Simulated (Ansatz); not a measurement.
Co: pressure and energy less free atoms against volume scale

All results are calculated (Ansatz 0.2.0). Periodic Kohn-Sham DFT of a crystal at fixed atoms, scaled to volume_scale times the given cell; pressure positive in compression, energy less spherical unpolarised free atoms, largest_vzz the field gradient of largest size among the nuclei.

The cell before it is scaled or strained (space group P6_3/mmc, No. 194):
```
cell vectors (Å)
   2.4720     0.0000     0.0000
  -1.2360     2.1408     0.0000
   0.0000     0.0000     4.0211
atoms (fractions of the cell vectors)
Co  0.33333  0.66667  0.25000
Co  0.66667  0.33333  0.75000
```

Settings of every row: method all-electron LAPW; functional LDA; relativity scalar; k mesh 17x17x9; filling fermi-dirac; smearing width 0.03 eV; basis error target 1 meV/atom; nucleus gaussian.

Atom:
```csv
element,start moment (bohr magneton)
Co,2
Co,2
```

```csv
row,volume scale,V (Å³/atom),pressure (GPa),energy less free atoms (eV/atom),cell moment (bohr magneton)
1,0.95,10.108,-2.78,-9.4519,3.048
2,0.975,10.374,-9.05,-9.4419,3.096
3,1,10.64,-14.423,-9.4223,3.14
4,1.025,10.906,?,?,?
5,1.05,11.172,-22.922,-9.3596,3.228
```

Question: what pressure and energy less free atoms should row 4 give?

Worked fit of pressure. Take u = (V_r/V)^(2/3) − 1 with V_r = 10.507 Å³ an atom, which is twice the finite (Eulerian) strain; such expansions in the strain, on which the Birch-Murnaghan equation of state is built, carry the rest volume and the bulk modulus. The shown rows have u = 0.02615, 0.00853, -0.00835, -0.04009. Least squares give pressure = −11.8398 + 318.753 × u + 1056.14 × u² GPa; a straight line predicts inner rows, each left out in turn, worse (root mean square 0.73 against 0.012 GPa). The rows lie off it by 0.002, -0.006, 0.005, -0.001 (root mean square 0.0041 GPa). The withheld row has u = -0.02454, so the fit gives −11.8398 + 318.753 × (-0.02454) + 1056.14 × (-0.02454)² = -19.026 GPa.

The calculation gave -19.027 GPa. The fit lies 0.001 GPa (0.005 % of the column's range) above it, one unit of the last digit.

Worked fit of energy less free atoms. Take u = (V_r/V)^(2/3) − 1 with V_r = 10.507 Å³ an atom, which is twice the finite (Eulerian) strain; such expansions in the strain, on which the Birch-Murnaghan equation of state is built, carry the rest volume and the bulk modulus. The shown rows have u = 0.02615, 0.00853, -0.00835, -0.04009. Least squares give energy less free atoms = −9.43319 − 1.1582 × u + 16.905 × u² eV/atom; a straight line predicts inner rows, each left out in turn, worse (root mean square 0.012 against 0.00011 eV/atom). The rows lie off it by 0.0000, -0.0001, 0.0000, 0.0000. The withheld row has u = -0.02454, so the fit gives −9.43319 − 1.1582 × (-0.02454) + 16.905 × (-0.02454)² = -9.3946 eV/atom.

The calculation gave -9.3945 eV/atom. The fit lies 0.0001 eV/atom (0.11 % of the column's range) below it, one unit of the last digit.

The other values of row 4: cell moment 3.182 bohr magneton.
